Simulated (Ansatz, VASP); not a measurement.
One calculation of Os, two programs

```
CELL_PARAMETERS angstrom
0.00000 1.92204 1.92204
1.92204 0.00000 1.92204
1.92204 1.92204 0.00000
ATOMIC_POSITIONS crystal
Os 0.00000 0.00000 0.00000
```

This isn't the form of Os at room conditions, which is hcp.

Alike in both runs: task single point; functional PBE; dispersion D3(BJ); k mesh 8 × 8 × 8; occupations gaussian, width 0.1 eV; no spin polarisation.

```csv
,VASP,Ansatz
version,VASP 6.6.1,Ansatz 0.2.0
potentials or method,"VASP PAW PBE potentials, release 64 (Os)","scalar-relativistic, plane waves, PAW"
plane-wave cutoff (eV),520,420
valence electrons in the cell,8,16
```

|  | VASP | Ansatz | Ansatz less VASP |
| --- | --- | --- | --- |
| gap on the k mesh at the Fermi level (eV) | none | none | - |
| pressure (GPa) | -3.9 | -3.9 | +0.06 |

A gap of «none» marks a metal or a gap that the smearing closes. The functional is the same, so the differences come from potentials, cutoffs and numerics. The two sets of potentials don't hold the same shells in valence.

Caveats: pairwise dispersion overbinds metals, which lowers pressure and volume. The runs have no spin-orbit coupling, so splittings on Os are missing.
